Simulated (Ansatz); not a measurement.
# BN: the change of smallest direct gap on path and band gap with volume per atom

All results are calculated (Ansatz 0.2.0). Periodic Kohn-Sham DFT of a crystal at fixed atoms; Kohn-Sham levels at symmetry points; band -1 is the highest filled and +1 the lowest empty one at that point, spin up along a +z start moment.

Cell of the first row (space group F-43m, No. 216):
```
BN
1.0
      0.0000     1.7706     1.7706
      1.7706     0.0000     1.7706
      1.7706     1.7706     0.0000
B N
1 1
Direct
  0.00000 0.00000 0.00000
  0.75000 0.75000 0.75000
```

Settings of every row: method all-electron LAPW; functional LDA; relativity scalar; k mesh 11x11x11; filling fermi-dirac; smearing width 0.02 eV; basis error target 0.5 meV/atom; nucleus gaussian.

Atom start moment: 0 on all atoms.

Limits: semilocal functionals tend to give too small a gap.

```csv
row,volume per atom (Å³),smallest direct gap on path (eV),band gap (eV)
1,5.551,8.983,4.425
2,5.669,?,?
3,5.787,8.786,4.377
4,5.846,8.738,4.365
5,5.905,8.69,4.353
6,5.964,8.643,4.341
7,6.023,8.597,4.329
8,6.141,8.505,4.305
9,6.26,8.416,4.281
```

Question: what smallest direct gap on path and band gap should row 2 give?

Worked fit of smallest direct gap on path. Take t = volume per atom − 5.9, in Å³. The shown rows have t = -0.349, -0.113, -0.054, 0.005, 0.064, 0.123, 0.241, 0.36. Least squares give smallest direct gap on path = 8.6942 − 0.8012 × t + 0.0765 × t² eV; a straight line predicts inner rows, each left out in turn, worse (root mean square 0.0029 against 0.00042 eV). The rows lie off it by 0.000, 0.000, 0.000, 0.000, 0.000, 0.000, -0.001, 0.000. The withheld row has t = -0.231, so the fit gives 8.6942 − 0.8012 × (-0.231) + 0.0765 × (-0.231)² = 8.883 eV.

The calculation gave 8.883 eV. The fit meets it to the printed digit.

Worked fit of band gap. Take t = volume per atom − 5.9, in Å³. The shown rows have t = -0.349, -0.113, -0.054, 0.005, 0.064, 0.123, 0.241, 0.36. Their means are 0.034625 and 4.347 eV; the sums about the means are S_tt = 0.3348 and S_ty = -0.06803, whose ratio is the slope. Least squares give band gap = 4.354 − 0.2032 × t eV. All shown rows lie on it to the printed digit. The withheld row has t = -0.231, so the fit gives 4.354 − 0.2032 × (-0.231) = 4.401 eV.

The calculation gave 4.401 eV. The fit meets it to the printed digit.
